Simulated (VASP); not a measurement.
# PbTe in VASP: how settings move the PBE single point

Aim: see what changed inputs do to the PBE single point of PbTe built on the zincblende prototype. This is a trial cell built on a prototype, not taken from a measured structure, and it needn't be the compound's ground state.

Code: VASP 6.6.1. PAW datasets, plane waves. The cell comes from a prototype generator: it can be a known phase or a hypothetical one. Spin polarisation is off (in the reference).

## 1. The cell

The cell comes from an earlier relaxation with r2SCAN in another program. Some of the altered inputs switch spin polarisation on.

The symmetry is F-43m (No. 216, cubic); conventional cell a = 7.283 Å, 48.29 Å³ an atom. Around Pb lie 4 Te at 3.15 Å; around Te lie 4 Pb at 3.15 Å.

As a file:

```xyz
2
Lattice="0.0000 3.6415 3.6415 3.6415 0.0000 3.6415 3.6415 3.6415 0.0000" Properties=species:S:1:pos:R:3 pbc="T T T"
Pb    0.0000    0.0000    0.0000
Te    1.8207    1.8207    1.8207
```

## 2. Baseline

File INCAR:

```
ENCUT = 520.000000
SIGMA = 0.020000
EDIFF = 1.00e-07
GGA = PE
PREC = Accurate
IBRION = -1
ISIF = 2
ISMEAR = -1
NBANDS = 17
NELM = 120
NSW = 0
LASPH = .TRUE.
LCHARG = .FALSE.
LWAVE = .FALSE.
LREAL = .FALSE.
```

File KPOINTS:

```
KPOINTS created by Atomic Simulation Environment
0
Gamma
6 6 6
0 0 0
```

File POSCAR:

```
Pb Te
 1.0000000000000000
     0.0000000000000000    3.6414940559225757    3.6414940559225757
     3.6414940559225757   -0.0000000000000000    3.6414940559225757
     3.6414940559225757    3.6414940559225757   -0.0000000000000000
 Pb  Te
   1   1
Cartesian
 -0.0000000000000000 -0.0000000000000000  0.0000000000000000
  1.8207470279612878  1.8207470279612878  1.8207470279612878
```

A file KPOINTS_OPT adds named points for the levels; it doesn't enter the self-consistent loop.

Potentials: the recommended PBE PAW datasets, 20 valence electrons.

Launch:

```sh
mpirun -np 1 vasp_std
```

## 3. Try 1

File INCAR:

```
SIGMA = 0.020000
EDIFF = 1.00e-07
GGA = PE
PREC = Accurate
IBRION = -1
ISIF = 2
ISMEAR = -1
NBANDS = 17
NSW = 0
LASPH = .TRUE.
LCHARG = .FALSE.
LWAVE = .FALSE.
LREAL = .FALSE.
ENCUT = 600
IMIX = 1
AMIX = 0.2
NELM = 76
```

KPOINTS is that of step 2.

POSCAR is that of step 2.

## 4. Try 2

INCAR, as its differences from that of step 2:

```diff
@@ -15 +15,2 @@
 LREAL = .FALSE.
+IVDW = 12
```

KPOINTS is that of step 2.

POSCAR is that of step 2.

## 5. Try 3

INCAR, as its differences from that of step 2:

```diff
@@ -9,3 +9,2 @@
 NBANDS = 17
-NELM = 120
 NSW = 0
@@ -15 +14,5 @@
 LREAL = .FALSE.
+ISPIN = 2
+MAGMOM = -3 3
+LMAXMIX = 6
+NELM = 59
```

File KPOINTS:

```
KPOINTS created by Atomic Simulation Environment
0
Gamma
8 8 8
0 0 0
```

POSCAR is that of step 2.

## 6. Try 4

INCAR, as its differences from that of step 2:

```diff
@@ -9,3 +9,2 @@
 NBANDS = 17
-NELM = 120
 NSW = 0
@@ -15 +14,6 @@
 LREAL = .FALSE.
+NELM = 64
+LDAU = .TRUE.
+LDAUTYPE = 2
+LDAUL = 2 2 2
+LDAUU = 4 4 4
```

KPOINTS is that of step 2.

POSCAR is that of step 2.

What does the calculation give? Wanted: for each run, changed; ending; energy change; pressure; electronic steps; usable.

**Answer**, as computed:

| run | changed | ending | energy change (meV/atom) | pressure (GPa) | gap on the mesh (eV; negative: overlap) | electronic steps | time | usable |
| --- | --- | --- | --- | --- | --- | --- | --- | --- |
| ref. | – | converged | 0 | 0.5 | 0.74 | 16 | 51 s | yes |
| 1 | ENCUT = 600, IMIX = 1, AMIX = 0.2, NELM = 76 | converged | 0.0 | 0.5 | 0.74 | 49 | 2.4 min | yes |
| 2 | IVDW = 12 | converged | – | -0.4 | 0.74 | 16 | 45 s | yes |
| 3 | ISPIN = 2, MAGMOM = -3 3, LMAXMIX = 6, NELM = 59, mesh 8×8×8 | converged | -0.1 | 0.5 | – | 18 | 2.3 min | yes |
| 4 | LDAU = .TRUE., LDAUTYPE = 2, LDAUL = 2 2 2, LDAUU = 4 4 4 | converged | – | 0.5 | 0.76 | 16 | 37 s | no |

What this shows: Of 4 altered inputs, 1 ended normally on a faulty or unsound input, 3 gave usable results. Among the usable ones with comparable energies, «ISPIN = 2, MAGMOM = -3 3, LMAXMIX = 6, NELM = 59, mesh 8×8×8» moves the energy most, by -0.1 meV/atom.
